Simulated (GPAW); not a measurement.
The system is TiSi2.

```xyz
6
Lattice="0.0000 4.1175 4.2629 2.3895 0.0000 4.2629 2.3895 4.1175 0.0000" Properties=species:S:1:pos:R:3 pbc="T T T"
Ti    3.5843    6.1763    6.3943
Ti    2.3895    4.1175    4.2629
Si    1.1948    3.3975    2.1314
Si    1.1948    0.7200    2.1314
Si    2.3895    1.3387    4.2629
Si    2.3895    6.8963    4.2629
```

The cell is a database's computed one.

Base run:

| Quantity | Value |
| --- | --- |
| Program | GPAW 26.7.0 |
| Functional | PBE |
| Potentials or basis | GPAW PAW data sets (gpaw-data 1.2.1) |
| Cutoff | 450 eV |
| Basis | pw |
| k mesh | 6 × 6 × 6 |
| Occupations | fermi-dirac, width 0.05 eV |
| Spin | no spin polarisation |

Its results: band gap on the k mesh none (metal or under the smearing width); pressure 2.5 GPa; largest force 0.070 eV/Å.

Q: The run is repeated on the same cell with these changes: functional from PBE to r2SCAN. What comes out?

A: Band gap on the k mesh none (metal or under the smearing width); pressure 0.4 GPa; largest force 0.036 eV/Å.

Caveats: the cutoff is short for stress and forces, so pressures can be off by a GPa or more; the PAW data sets were made with another functional, which shifts forces and pressure a little (some runs).
